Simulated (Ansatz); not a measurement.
An input for Ansatz 0.2.0 (Sn):

input.yaml

```yaml
crystal:
  lattice:
    - [-2.9401404553, 2.9401404553, 1.5993019889]
    - [2.9401404553, -2.9401404553, 1.5993019889]
    - [2.9401404553, 2.9401404553, -1.5993019889]
  atoms:
    - { symbol: Sn, position_ang: [0.0, 0.0, 0.0] }
    - { symbol: Sn, position_ang: [0.0, 2.940140455, 0.799650994] }
hamiltonian:
  xc: pbesol
  pseudopotentials: { kind: paw_fr }
  dispersion: d4
magnetization:
  noncollinear: true
  spin_orbit: true
kpoints:
  mp_grid: { grid: [7, 7, 7] }
scf:
  occupations: { method: fermi_dirac, width: 0.05 }
phonons:
  method: fd
  amplitude: 0.01
  supercell: [2, 2, 2]
```

Potentials or basis: Ansatz PAW.

Command:

```bash
$ ansatz run input.yaml --threads 1 --pin off --max-ram 2560MiB --backend cpu --events-out ev --progress --plain --runs-dir out
```

**Question.** Does this run start?

**Answer.** The run stopped without a result. It printed:

Output:

```text
Error: 3 input errors — fix all and re-run
  1. invalid value for `phonons.supercell`: axis 0: the count 2 must divide kpoints.mp_grid.grid dimension 7 — the displaced supercells solve the k-mesh folded onto them, whose points must be the deck's own; the next dimension that the batch's repeats divide is 8
  2. invalid value for `phonons.supercell`: axis 1: the count 2 must divide kpoints.mp_grid.grid dimension 7 — the displaced supercells solve the k-mesh folded onto them, whose points must be the deck's own; the next dimension that the batch's repeats divide is 8
  3. invalid value for `phonons.supercell`: axis 2: the count 2 must divide kpoints.mp_grid.grid dimension 7 — the displaced supercells solve the k-mesh folded onto them, whose points must be the deck's own; the next dimension that the batch's repeats divide is 8
```
